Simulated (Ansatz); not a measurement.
Runs of Ansatz 0.2.0 on Cu. Symmetry: Fm-3m, No. 225, cubic system. Conventional cell: a = 3.615 Å, b = 3.615 Å, c = 3.615 Å, α = 90.00°, β = 90.00°, γ = 90.00°. Cu (site symmetry m-3m) is surrounded by 12 Cu at 2.56 Å. 

```tsv
task	level	potentials or basis	spin	U	cell	k mesh	cutoff (eV)	smearing	other functionals evaluated on the density	start of the occupations	double counting	hubbard projectors	optics k mesh	basis error allowed	other keys	mesh quality	gap on the mesh (eV)	pressure (GPa)	moment (μB)
band structure	revPBE-LDA	all-electron LAPW, relativistic spinors	SOC, no magnetisation	-	cell strained at random at fixed volume	10 × 10 × 10	326	fermi-dirac 0.025 eV	-	-	-	-	-	0.0005 eV/atom	-	coarse	none	19.3	-
single point	LDA	all-electron LAPW, scalar-relativistic	collinear, ferromagnetic start	-	cell squeezed	13 × 13 × 13	310	gaussian 0.05 eV	revPBE, RPBE, LDA	-	-	-	-	0.003 eV/atom	hamiltonian.pseudopotentials.lapw.basis_error = 0.003	not flagged	none	38.0	0.00
single point	PBE	all-electron LAPW, scalar-relativistic	off	-	as given	6 × 6 × 6	260	fermi-dirac 0.02 eV	-	-	-	-	-	0.003 eV/atom	-	coarse	none	(a)	-
optical spectrum	PBE+D4+U	all-electron LAPW, inner shells corrected to Dirac's equation	non-collinear, ferromagnetic start	Cu d U = 3.5 eV	as given	10 × 10 × 10	272	gaussian 0.1 eV	-	auto	amf	ortho-atomic	15 × 15 × 15	0.002 eV/atom	scf.mixing.preconditioner = none; …	coarse	none	-	0.00
```

Q: Estimate the missing entries.

A: (a) 2.9.

Caveats: some runs use coarse meshes; the k mesh is thin for a metal, which can move the energy by tens of meV per atom (some runs); the starting moments weren't kept (some runs); local fields are left out (some runs); U is the effective U less J, on atomic orbitals that reach past the spheres (some runs); spectra need much finer meshes, so this one isn't converged (some runs); independent-particle spectra lack excitons (some runs); the intraband (Drude) part of a metal's response may be missing (some runs).

A gap of «none» marks a metal or a gap under the smearing width.
